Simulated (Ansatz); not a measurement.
# P: the cost of one run

Computed with Ansatz 0.2.0 (DFT r2SCAN, scalar-relativistic, plane waves, PAW).

2 further runs of the same task are left out: 2 that didn't finish.

## Step 1: The system as given

It takes space group Pm-3m (No. 221, cubic). Conventional cell: a = 2.444 Å, b = 2.444 Å, c = 2.444 Å, α = 90.00°, β = 90.00°, γ = 90.00°. P (site symmetry m-3m) is surrounded by 6 P at 2.44 Å.

Structure file:

```cif
data_structure
_symmetry_space_group_name_H-M 'Pm-3m'
_symmetry_Int_Tables_number 221
_cell_length_a 2.4445
_cell_length_b 2.4445
_cell_length_c 2.4445
_cell_angle_alpha 90.000
_cell_angle_beta 90.000
_cell_angle_gamma 90.000
_cell_volume 14.61
loop_
_atom_site_label
_atom_site_type_symbol
_atom_site_symmetry_multiplicity
_atom_site_Wyckoff_symbol
_atom_site_fract_x
_atom_site_fract_y
_atom_site_fract_z
_atom_site_occupancy
P1 P 1 a 0.00000 0.00000 0.00000 1
```

It is the end of an earlier relaxation with the same method, from a generated guess; it is a trial structure. At a tolerance of 0.05 Å it has space group Pm-3m (No. 221); it has 14.61 Å³/atom, an uncorrected energy of +0.09 eV/atom over the standard state and, on its mesh, gap none (metal).

## Step 2: The same geometry with r2SCAN

Contents of input.yaml:

```yaml
crystal:
  lattice:
    - [2.444460841, 0.0, 0.0]
    - [0.0, 2.444460841, 0.0]
    - [0.0, 0.0, 2.444460841]
  atoms:
    - { symbol: P, position: [0.0, 0.0, 0.0] }
basis:
  ecutwfc: 500
kpoints:
  mp_grid: { grid: [22, 22, 22] }
  band_path:
    path:
      - [[0.0, 0.0, 0.0], [0.0, 0.5, 0.0], [0.5, 0.5, 0.0], [0.0, 0.0, 0.0], [0.5, 0.5, 0.5], [0.0, 0.5, 0.0]]
      - [[0.5, 0.5, 0.5], [0.5, 0.5, 0.0]]
    npoints: 14
hamiltonian:
  xc: r2scan
scf:
  occupations: { method: gaussian, width: 0.1 }
  n_extra_bands: 6
output:
  forces: true
  stress: true
  eigenvalues: true
  populations: true
  dos: { projected: true, de: 0.02, nscf_kmesh: { grid: [27, 27, 27] } }
  bader: true
  write_density: true
  write_potential: true
  elf: true
  volumetric_format: npy
```

Command:

```console
$ ansatz run input.yaml --threads 1 --pin off --max-ram 2560MiB --backend cpu --events-out ev --progress --plain --runs-dir out
```

Q: Estimate wall time and peak memory on 1 thread of Arm Neoverse V2, shared host.

About 15 s, with a peak of 0.34 GiB.
